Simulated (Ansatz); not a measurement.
# Ga2O3: the cost of one run

Computed with Ansatz 0.2.0 (DFT PBE, scalar-relativistic, plane waves, PAW, and further levels as typed in the inputs, unless a step's input says otherwise).

### Step 1. Starting point

It takes space group C2/m (No. 12, monoclinic). Conventional cell: a = 12.214 Å, b = 3.037 Å, c = 5.798 Å, α = 90.00°, β = 103.83°, γ = 90.00°. Ga (site symmetry m) has 4 O at 1.83 to 1.86 Å as nearest neighbours. Ga (site symmetry m) is surrounded by 6 O at 1.94 to 2.07 Å. O (site symmetry m) has 3 Ga at 1.83 to 1.94 Å as nearest neighbours. O (site symmetry m) has 4 Ga at 1.86 to 2.07 Å as nearest neighbours.

As a file:

```cif
data_structure
_symmetry_space_group_name_H-M 'P 1'
_symmetry_Int_Tables_number 1
_cell_length_a 6.2930
_cell_length_b 6.2930
_cell_length_c 5.7981
_cell_angle_alpha 103.414
_cell_angle_beta 103.414
_cell_angle_gamma 27.928
_cell_volume 104.42
loop_
_atom_site_label
_atom_site_type_symbol
_atom_site_fract_x
_atom_site_fract_y
_atom_site_fract_z
_atom_site_occupancy
Ga1 Ga 0.09050 0.09050 0.79460 1
Ga2 Ga 0.90950 0.90950 0.20540 1
Ga3 Ga 0.65866 0.65866 0.31402 1
Ga4 Ga 0.34134 0.34134 0.68598 1
O1 O 0.16450 0.16450 0.10980 1
O2 O 0.83550 0.83550 0.89020 1
O3 O 0.17330 0.17330 0.56320 1
O4 O 0.82670 0.82670 0.43680 1
O5 O 0.49590 0.49590 0.25660 1
O6 O 0.50410 0.50410 0.74340 1
```

### Step 2. Single point: Ga2O3, no spin

input.yaml reads:

```yaml
crystal:
  lattice:
    - [6.107, -1.51855, 0.0]
    - [6.107, 1.51855, 0.0]
    - [-1.3859888959, 0.0, 5.630008738]
  atoms:
    - { symbol: Ga, position: [0.0905, 0.0905, 0.7946] }
    - { symbol: Ga, position: [0.9095, 0.9095, 0.2054] }
    - { symbol: Ga, position: [0.65866, 0.65866, 0.31402] }
    - { symbol: Ga, position: [0.34134, 0.34134, 0.68598] }
    - { symbol: O, position: [0.1645, 0.1645, 0.1098] }
    - { symbol: O, position: [0.8355, 0.8355, 0.8902] }
    - { symbol: O, position: [0.1733, 0.1733, 0.5632] }
    - { symbol: O, position: [0.8267, 0.8267, 0.4368] }
    - { symbol: O, position: [0.4959, 0.4959, 0.2566] }
    - { symbol: O, position: [0.5041, 0.5041, 0.7434] }
scf:
  occupations: { method: fixed }
  n_extra_bands: 4
output:
  eigenvalues: true
  write_density: true
  write_potential: true
  elf: true
  volumetric_format: npy
kpoints:
  mp_grid: { grid: [6, 6, 4] }
hamiltonian:
  xc: pbe
```

Started as:

```
ansatz run input.yaml --threads 8 --pin off --max-ram 23552MiB --backend cpu --events-out ev --progress --plain --runs-dir out
```

What time and memory should one allow on 8 threads of Intel Xeon 6975P-C (Granite Rapids), shared host?

About 1.1 s, with a peak of 0.67 GiB.
